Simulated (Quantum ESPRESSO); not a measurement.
# CuO (P-6m2) in Quantum ESPRESSO: a series of runs

One crystal, CuO, is run at these levels: PBEsol; tasks: band structure, single point, equation of state.

Everything below comes from runs of Quantum ESPRESSO 7.5. Logs are shortened: lines on timing, memory, paths and dates and some standing lists are left out, and cuts for length are marked.

**1. The crystal as given**

Symmetry: P-6m2, No. 187, hexagonal system. The conventional cell has a = 2.836 Å, b = 2.836 Å, c = 2.768 Å, α = 90.00°, β = 90.00°, γ = 120.00°. Around Cu (site symmetry -6m2) lie 6 O at 2.14 Å. O (site symmetry -6m2) has 6 Cu at 2.14 Å as nearest neighbours.

Measurements of this composition are mostly on another form, of space group No. 15.

**2. Band structure, PBEsol**

Input file pw.in:

```
&CONTROL
  calculation = 'scf'
  prefix = 'pwscf'
  outdir = './tmp'
  pseudo_dir = './pseudo'
  tprnfor = .true.
  tstress = .true.
  disk_io = 'low'
/
&SYSTEM
  ibrav = 0
  celldm(1) = 8
  nat = 2
  ntyp = 2
  ecutwfc = 56
  ecutrho = 448
  nbnd = 19
  occupations = 'smearing'
  smearing = 'fd'
  degauss = 0.00367493
/
&ELECTRONS
  conv_thr = 4d-10
  electron_maxstep = 120
  mixing_beta = 0.5
/
ATOMIC_SPECIES
Cu    63.5460 cu_pbesol_v1.2.uspp.F.UPF
O     15.9990 o_pbesol_v1.2.uspp.F.UPF
CELL_PARAMETERS alat
  0.6699847072874   0.0000000000000   0.0000000000000
 -0.3349923524626   0.5802237769764   0.0000000000000
  0.0000000000000   0.0000000000000   0.6538718795346
ATOMIC_POSITIONS crystal
Cu     0.0000000000    0.0000000000    0.0000000000
O      0.6666666667    0.3333333333    0.5000000000
K_POINTS automatic
11 11 10 0 0 0
```

Input file bands.in:

```
&CONTROL
  calculation = 'bands'
  prefix = 'pwscf'
  outdir = './tmp'
  pseudo_dir = './pseudo'
  disk_io = 'low'
  verbosity = 'high'
/
&SYSTEM
  ibrav = 0
  celldm(1) = 8
  nat = 2
  ntyp = 2
  ecutwfc = 56
  ecutrho = 448
  nbnd = 19
  occupations = 'smearing'
  smearing = 'fd'
  degauss = 0.00367493
/
&ELECTRONS
  conv_thr = 1d-08
  electron_maxstep = 120
  mixing_beta = 0.5
  diago_full_acc = .true.
  startingwfc = 'random'
/
ATOMIC_SPECIES
Cu    63.5460 cu_pbesol_v1.2.uspp.F.UPF
O     15.9990 o_pbesol_v1.2.uspp.F.UPF
CELL_PARAMETERS alat
  0.6699847072874   0.0000000000000   0.0000000000000
 -0.3349923524626   0.5802237769764   0.0000000000000
  0.0000000000000   0.0000000000000   0.6538718795346
ATOMIC_POSITIONS crystal
Cu     0.0000000000    0.0000000000    0.0000000000
O      0.6666666667    0.3333333333    0.5000000000
K_POINTS crystal
60
 0.0000000000  0.0000000000  0.0000000000 1
 0.0833333333  0.0000000000  0.0000000000 1
 0.1666666667  0.0000000000  0.0000000000 1
 0.2500000000  0.0000000000  0.0000000000 1
 0.3333333333  0.0000000000  0.0000000000 1
 0.4166666667  0.0000000000  0.0000000000 1
 0.5000000000  0.0000000000  0.0000000000 1
 0.4444444444  0.1111111111  0.0000000000 1
 0.3888888889  0.2222222222  0.0000000000 1
 0.3333333333  0.3333333333  0.0000000000 1
 0.2916666667  0.2916666667  0.0000000000 1
 0.2500000000  0.2500000000  0.0000000000 1
 0.2083333333  0.2083333333  0.0000000000 1
 0.1666666667  0.1666666667  0.0000000000 1
 0.1250000000  0.1250000000  0.0000000000 1
 0.0833333333  0.0833333333  0.0000000000 1
 0.0416666667  0.0416666667  0.0000000000 1
 0.0000000000  0.0000000000  0.0000000000 1
 0.0000000000  0.0000000000  0.0833333333 1
 0.0000000000  0.0000000000  0.1666666667 1
 0.0000000000  0.0000000000  0.2500000000 1
 0.0000000000  0.0000000000  0.3333333333 1
 0.0000000000  0.0000000000  0.4166666667 1
 0.0000000000  0.0000000000  0.5000000000 1
 0.0714285714  0.0000000000  0.5000000000 1
 0.1428571429  0.0000000000  0.5000000000 1
 0.2142857143  0.0000000000  0.5000000000 1
 0.2857142857  0.0000000000  0.5000000000 1
 0.3571428571  0.0000000000  0.5000000000 1
 0.4285714286  0.0000000000  0.5000000000 1
 0.5000000000  0.0000000000  0.5000000000 1
 0.4583333333  0.0833333333  0.5000000000 1
 0.4166666667  0.1666666667  0.5000000000 1
 0.3750000000  0.2500000000  0.5000000000 1
 0.3333333333  0.3333333333  0.5000000000 1
 0.2962962963  0.2962962963  0.5000000000 1
 0.2592592593  0.2592592593  0.5000000000 1
 0.2222222222  0.2222222222  0.5000000000 1
 0.1851851852  0.1851851852  0.5000000000 1
 0.1481481481  0.1481481481  0.5000000000 1
 0.1111111111  0.1111111111  0.5000000000 1
 0.0740740741  0.0740740741  0.5000000000 1
 0.0370370370  0.0370370370  0.5000000000 1
 0.0000000000  0.0000000000  0.5000000000 1
 0.5000000000  0.0000000000  0.5000000000 1
 0.5000000000  0.0000000000  0.4285714286 1
 0.5000000000  0.0000000000  0.3571428571 1
 0.5000000000  0.0000000000  0.2857142857 1
 0.5000000000  0.0000000000  0.2142857143 1
 0.5000000000  0.0000000000  0.1428571429 1
 0.5000000000  0.0000000000  0.0714285714 1
 0.5000000000  0.0000000000  0.0000000000 1
 0.3333333333  0.3333333333  0.0000000000 1
 0.3333333333  0.3333333333  0.0714285714 1
 0.3333333333  0.3333333333  0.1428571429 1
 0.3333333333  0.3333333333  0.2142857143 1
 0.3333333333  0.3333333333  0.2857142857 1
 0.3333333333  0.3333333333  0.3571428571 1
 0.3333333333  0.3333333333  0.4285714286 1
 0.3333333333  0.3333333333  0.5000000000 1
```

Potentials or basis: GBRV 1.5 PBEsol.

Command:

```bash
$ OMP_NUM_THREADS=1 pw.x -in pw.in > pw.out
$ OMP_NUM_THREADS=1 pw.x -in bands.in > bands.out
```

pw.out:

```text
This program is part of the open-source Quantum ESPRESSO suite
     for quantum simulation of materials; please cite
         "P. Giannozzi et al., J. Phys.:Condens. Matter 21 395502 (2009);
         "P. Giannozzi et al., J. Phys.:Condens. Matter 29 465901 (2017);
         "P. Giannozzi et al., J. Chem. Phys. 152 154105 (2020);
     in publications or presentations arising from this work. More details at

     Message from routine setup:
     using ibrav=0 with symmetry is DISCOURAGED, use correct ibrav instead

     G-vector sticks info
     --------------------
     sticks:   dense  smooth     PW     G-vecs:    dense   smooth      PW
     Sum         889     439    139                20771     7351    1305

     Using Slab Decomposition

     bravais-lattice index     =            0
     lattice parameter (alat)  =       8.0000  a.u.
     unit-cell volume          =     130.1437 (a.u.)^3
     number of atoms/cell      =            2
     number of atomic types    =            2
     number of electrons       =        25.00
     number of Kohn-Sham states=           19
     kinetic-energy cutoff     =      56.0000  Ry
     charge density cutoff     =     448.0000  Ry
     scf convergence threshold =      4.0E-10
     mixing beta               =       0.5000
     number of iterations used =            8  plain     mixing
     Exchange-correlation= SLA  PW   PSX  PSC
                           (   1   4  10   8   0   0   0)

     celldm(1)=   8.000000  celldm(2)=   0.000000  celldm(3)=   0.000000
     celldm(4)=   0.000000  celldm(5)=   0.000000  celldm(6)=   0.000000

     crystal axes: (cart. coord. in units of alat)
               a(1) = (   0.669985   0.000000   0.000000 )
               a(2) = (  -0.334992   0.580224   0.000000 )
               a(3) = (   0.000000   0.000000   0.653872 )

     reciprocal axes: (cart. coord. in units 2 pi/alat)
               b(1) = (  1.492571  0.861736 -0.000000 )
               b(2) = (  0.000000  1.723473  0.000000 )
               b(3) = (  0.000000 -0.000000  1.529352 )

     PseudoPot. # 1 for Cu read from file:
     cu_pbesol_v1.2.uspp.F.UPF
     Pseudo is Ultrasoft + core correction, Zval = 19.0
     Generated by new atomic code, or converted to UPF format
     Using radial grid of  867 points,  6 beta functions with:
                l(1) =   0
                l(2) =   0
                l(3) =   1
                l(4) =   1
                l(5) =   2
                l(6) =   2
     Q(r) pseudized with  8 coefficients,  rinner =    1.150   1.150   1.150
                                                       1.150   1.150

     PseudoPot. # 2 for O  read from file:
     o_pbesol_v1.2.uspp.F.UPF
     Pseudo is Ultrasoft + core correction, Zval =  6.0
     Generated by new atomic code, or converted to UPF format
     Using radial grid of  737 points,  5 beta functions with:
                l(1) =   0
                l(2) =   0
                l(3) =   1
                l(4) =   1
                l(5) =   2
     Q(r) pseudized with  8 coefficients,  rinner =    0.900   0.900   0.900
                                                       0.900   0.900

     atomic species   valence    mass     pseudopotential
     Cu               19.00    63.54600     Cu( 1.00)
     O                 6.00    15.99900     O ( 1.00)

     12 Sym. Ops. (no inversion) found

   Cartesian axes

     site n.     atom                  positions (alat units)
         1        Cu     tau(   1) = (   0.0000000   0.0000000   0.0000000  )
         2        O      tau(   2) = (   0.3349924   0.1934079   0.3269359  )

     number of k points=    96  Fermi-Dirac smearing, width (Ry)=  0.0037
                       cart. coord. in units 2pi/alat
        k(    1) = (   0.0000000   0.0000000   0.0000000), wk =   0.0016529
        k(    2) = (   0.0000000   0.0000000   0.1529352), wk =   0.0033058
        k(    3) = (   0.0000000   0.0000000   0.3058703), wk =   0.0033058
        k(    4) = (   0.0000000   0.0000000   0.4588055), wk =   0.0033058
        k(    5) = (   0.0000000   0.0000000   0.6117406), wk =   0.0033058
        k(    6) = (   0.0000000   0.0000000  -0.7646758), wk =   0.0016529
[... 88 lines left out ...]
        k(   95) = (   0.4070649   0.8617365   0.6117406), wk =   0.0198347
        k(   96) = (   0.4070649   0.8617365  -0.7646758), wk =   0.0099174

     Dense  grid:    20771 G-vectors     FFT dimensions: (  40,  40,  36)

     Smooth grid:     7351 G-vectors     FFT dimensions: (  25,  25,  25)

     Check: negative core charge=   -0.000002

     Initial potential from superposition of free atoms

     starting charge      24.0000, renormalised to      25.0000
     Starting wfcs are   17 randomized atomic wfcs +    2 random wfcs

     Self-consistent Calculation

     iteration #  1     ecut=    56.00 Ry     beta= 0.50
     Davidson diagonalization with overlap
     ethr =  1.00E-02,  avg # of iterations =  5.0

     total energy              =    -434.41154995 Ry
     estimated scf accuracy    <       2.27526232 Ry

     iteration #  2     ecut=    56.00 Ry     beta= 0.50
     Davidson diagonalization with overlap
     ethr =  9.10E-03,  avg # of iterations =  2.6

     total energy              =    -435.21223518 Ry
     estimated scf accuracy    <       4.39830181 Ry

     iteration #  3     ecut=    56.00 Ry     beta= 0.50
     Davidson diagonalization with overlap
     ethr =  9.10E-03,  avg # of iterations =  2.0
[... 57 lines left out ...]
     total energy              =    -435.63226399 Ry
     estimated scf accuracy    <       0.00000002 Ry

     iteration # 12     ecut=    56.00 Ry     beta= 0.50
     Davidson diagonalization with overlap
     ethr =  6.30E-11,  avg # of iterations =  2.0

     total energy              =    -435.63226399 Ry
     estimated scf accuracy    <          4.3E-09 Ry

     iteration # 13     ecut=    56.00 Ry     beta= 0.50
     Davidson diagonalization with overlap
     ethr =  1.74E-11,  avg # of iterations =  1.8

     End of self-consistent calculation

          k = 0.0000 0.0000 0.0000 (   901 PWs)   bands (ev):

   -99.6849 -57.3546 -57.1622 -57.1622  -7.1339   8.4297   8.4297   8.8083
     9.3751  10.3169  10.3169  11.8973  11.8973  13.0276  27.0384  28.5232
    28.5232  30.4981  32.9498

          k = 0.0000 0.0000 0.1529 (   907 PWs)   bands (ev):

   -99.6847 -57.3568 -57.1621 -57.1621  -7.0497   8.0673   8.4739   8.4739
     9.5570  10.2353  10.2353  11.9230  11.9230  13.6368  26.3621  28.7489
    28.7489  30.9756  33.2957

          k = 0.0000 0.0000 0.3059 (   931 PWs)   bands (ev):

   -99.6844 -57.3624 -57.1616 -57.1616  -6.8183   6.7352   8.5885   8.5885
     9.8357  10.0553  10.0553  11.9556  11.9556  14.8758  24.7967  29.4171
    29.4171  32.2585  34.0556
[... 547 lines left out ...]
          k = 0.4071 0.8617 0.6117 (   907 PWs)   bands (ev):

   -99.6814 -57.3715 -57.1794 -57.1749  -5.2730   6.3019   6.3968   7.5785
     9.8663  10.4703  10.5887  11.5235  12.2973  18.2212  19.9613  24.7318
    26.3215  27.3209  37.2186

          k = 0.4071 0.8617-0.7647 (   922 PWs)   bands (ev):

   -99.6812 -57.3736 -57.1792 -57.1747  -5.2200   6.1804   6.3163   7.7683
     9.8809  10.4680  10.5725  11.4944  12.5616  17.8533  19.7289  24.4498
    26.7334  27.1065  37.2191

     the Fermi energy is    12.0439 ev

!    total energy              =    -435.63226399 Ry
     estimated scf accuracy    <          6.8E-11 Ry
     smearing contrib. (-TS)   =      -0.00172142 Ry
     internal energy E=F+TS    =    -435.63054257 Ry

     The total energy is F=E-TS. E is the sum of the following terms:
     one-electron contribution =    -296.91961839 Ry
     hartree contribution      =     162.67170857 Ry
     xc contribution           =     -45.47224183 Ry
     ewald contribution        =    -255.91039092 Ry

     convergence has been achieved in  13 iterations

     Forces acting on atoms (cartesian axes, Ry/au):

     atom    1 type  1   force =     0.00000000    0.00000000    0.00000000
     atom    2 type  2   force =     0.00000000    0.00000000    0.00000000

     Total force =     0.000000     Total SCF correction =     0.000000

     Computing stress (Cartesian axis) and pressure

          total   stress  (Ry/bohr**3)                   (kbar)     P=      -89.82
  -0.00035390   0.00000000  -0.00000000          -52.06        0.00       -0.00
   0.00000000  -0.00035390   0.00000000            0.00      -52.06        0.00
  -0.00000000   0.00000000  -0.00112386           -0.00        0.00     -165.33

=------------------------------------------------------------------------------=
   JOB DONE.
=------------------------------------------------------------------------------=
```

Run time: 38 s. Hardware: 1 thread of Arm Neoverse V1, shared host; peak memory 0.15 GiB.

What came out:

| Property | Result |
| --- | --- |
| Free energy | -5927.0789 eV |
| Pressure | -9.0 GPa |
| Band gap on the k mesh | none (metal or under the smearing width) |

Levels at the corners of the path, in eV from the Fermi level:
| point | band 9 | band 10 | band 11 | band 12 | band 13 | band 14 | band 15 | band 16 |
| --- | --- | --- | --- | --- | --- | --- | --- | --- |
| Γ | -2.67 | -1.73 | -1.73 | -0.15 | -0.15 | 0.98 | 14.99 | 16.48 |
| M | -2.91 | -1.84 | -1.28 | -1.22 | 0.28 | 5.82 | 8.71 | 15.18 |
| K | -2.08 | -1.93 | -1.67 | -1.64 | 0.56 | 8.72 | 9.44 | 10.16 |
| Γ | -2.67 | -1.73 | -1.73 | -0.15 | -0.15 | 0.98 | 14.99 | 16.48 |
| A | -2.23 | -2.23 | -1.51 | -0.19 | -0.19 | 7.05 | 7.46 | 20.84 |
| L | -1.92 | -1.42 | -1.36 | -1.16 | 0.56 | 4.96 | 11.27 | 11.31 |
| H | -2.16 | -1.60 | -1.48 | -0.49 | 0.52 | 6.00 | 7.29 | 12.48 |
| A | -2.23 | -2.23 | -1.51 | -0.19 | -0.19 | 7.05 | 7.46 | 20.84 |
| L | -1.92 | -1.42 | -1.36 | -1.16 | 0.56 | 4.96 | 11.27 | 11.31 |
| M | -2.91 | -1.84 | -1.28 | -1.22 | 0.28 | 5.82 | 8.71 | 15.18 |
| K | -2.08 | -1.93 | -1.67 | -1.64 | 0.56 | 8.72 | 9.44 | 10.16 |
| H | -2.16 | -1.60 | -1.48 | -0.49 | 0.52 | 6.00 | 7.29 | 12.48 |

Caveat: an odd number of electrons without spin polarisation forces a metal; a magnetic or distorted state may lie lower; the run has no spin polarisation, though such a crystal can be magnetic; semilocal functionals often make such compounds metallic where correlation or magnetic order opens a gap, which also shifts bond lengths.

(Continued in part 2 of 2.)
